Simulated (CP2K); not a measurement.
Si in CP2K: convergence with cutoff ry

Crystal: Si.

```
CELL_PARAMETERS angstrom
2.66251 0.00000 0.00000
-1.39287 2.21334 0.00000
-0.01338 0.08480 2.48664
ATOMIC_POSITIONS crystal
Si 0.00000 0.00000 0.00000
```

This isn't the form of Si at room conditions, which is diamond.

| Item | Value |
| --- | --- |
| Program | CP2K 2026.2 |
| Task | single point |
| Functional | RPBE |
| Potentials or basis | all electrons (GAPW); pob-DZVP-rev2 basis |
| Density cutoff | 1361 eV |
| k mesh | 9 × 9 × 8 |
| Occupations | fermi-dirac, width 0.05 eV |
| Spin | no spin polarisation |

These are the settings of the first run; the series varies cutoff ry, with any setting tied to it.

Hardware: 1 thread of Arm Neoverse V1 (shared host).

**Question.** The values tried are 100 Ry, 150 Ry, 210 Ry, 280 Ry, 350 Ry, 420 Ry, 500 Ry, 620 Ry, 800 Ry, loosest first. From which on does the energy stay within 1 meV/atom of the tightest run that finished?

**Answer.** From 150 Ry on.

| cutoff ry | energy less the tightest run, at zero smearing (meV/atom) | pressure (GPa) | SCF cycles | CPU time (s) | peak memory (GiB) |
| --- | --- | --- | --- | --- | --- |
| 100 Ry | -128.56 | 11.35 | 12 | 13 | 0.17 |
| 150 Ry | -0.43 | 6.15 | 12 | 15 | 0.17 |
| 210 Ry | -0.07 | 6.08 | 12 | 16 | 0.17 |
| 280 Ry | 0.00 | 6.08 | 12 | 15 | 0.18 |
| 350 Ry | 0.00 | 6.08 | 12 | 15 | 0.18 |
| 420 Ry | 0.00 | 6.08 | 12 | 16 | 0.19 |
| 500 Ry | 0.00 | 6.08 | 12 | 15 | 0.19 |
| 620 Ry | 0.00 | 6.08 | 12 | 16 | 0.2 |
| 800 Ry | 0.00 | 6.08 | 12 | 16 | 0.22 |

Against the tightest run, the pressure stays within 0.1 GPa from 150 Ry on. The tightest run that finished is the yardstick and may itself not be fully converged.

Caveat, for the tightest run too: the basis of atomic orbitals isn't converged, which shifts pressures, moduli and gaps.
